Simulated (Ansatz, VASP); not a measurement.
Tl: VASP beside Ansatz

```
Tl
1.0
     0.00000    2.58966    2.40468
     2.58966    0.00000    2.40468
     2.58966    2.58966    0.00000
Tl
1
Direct
  0.00000 0.00000 0.00000
```

Change from the starting cell: strain +0.050 along x and y, -0.025 along z, atoms carried along.

Alike in both runs: task single point; functional LDA; k mesh 16 × 16 × 16; occupations gaussian, width 0.15 eV; no spin polarisation.

|  | VASP | Ansatz |
| --- | --- | --- |
| version | VASP 6.6.1 | Ansatz 0.2.0 |
| potentials or method | VASP PAW LDA potentials, release 64 (Tl_d) | scalar-relativistic, plane waves, PAW |
| plane-wave cutoff (eV) | 520 | 420 |
| valence electrons in the cell | 13 | 13 |

|  | VASP | Ansatz | Ansatz less VASP |
| --- | --- | --- | --- |
| gap on the k mesh at the Fermi level (eV) | none | none | - |
| pressure (GPa) | -4.7 | -4.7 | -0.02 |

A gap of «none» marks a metal or a gap that the smearing closes.

Spin-orbit coupling is left out, which matters for the levels of Tl.
